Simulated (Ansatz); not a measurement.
**BaSnO3: uniaxial stress, 8 GPa compression along z**

Consider BaSnO3 in the cubic perovskite structure (space group Pm-3m, No. 221; a = 4.122 Å). Axes: x, y, z lie along the cube axes.

Modification: uniaxial stress, 8 GPa compression along z, with the cell and atoms free to relax against it.

Method: PBEsol/PAW in Ansatz (a first-principles code), no SOC. Settings: 8×8×8 k-points, 0.05 eV Fermi–Dirac smearing.

| quantity | base | changed | shift |
|---|---|---|---|
| volume per atom | 14.01 Å³ | 13.80 Å³ | -0.21 Å³ |
| space group | Pm-3m (No. 221) | P4/mmm (No. 123) | – |
| shortest interatomic distance | 2.061 Å | 2.002 Å | -0.059 Å |
| energy relative to the base (free energy F) | 0 meV/atom | +9.6 meV/atom | +9.6 meV/atom |
| band gap | 0.86 eV | 1.04 eV | +0.18 eV |
| gap character | – | indirect, A → Γ | – |
| smallest direct gap | 1.34 eV | 1.51 eV | +0.17 eV |
| electron mass | 0.16 mₑ (at Γ) | 0.17 mₑ (at Γ) | – |
| strain response (xx, yy, zz) | – | (+0.69, +0.69, −2.84) % | – |
| secant Young's modulus along z | – | 280 GPa | – |
| mean lateral Poisson ratio | – | 0.24 | – |

Final structure:

```
CELL_PARAMETERS angstrom
      4.15040     0.00000     0.00000
      0.00000     4.15040     0.00000
      0.00000     0.00000     4.00462
ATOMIC_POSITIONS crystal
  Ba 0.00000 0.00000 0.00000
  Sn 0.50000 0.50000 0.50000
  O  0.00000 0.50000 0.50000
  O  0.50000 0.50000 0.00000
  O  0.50000 0.00000 0.50000
```

Masses are band curvatures over ±0.01 Å⁻¹ around the edge. Beyond what the load breaks, stability against distortions was not tested. Labels are those of the standard path for the cell's own space group.
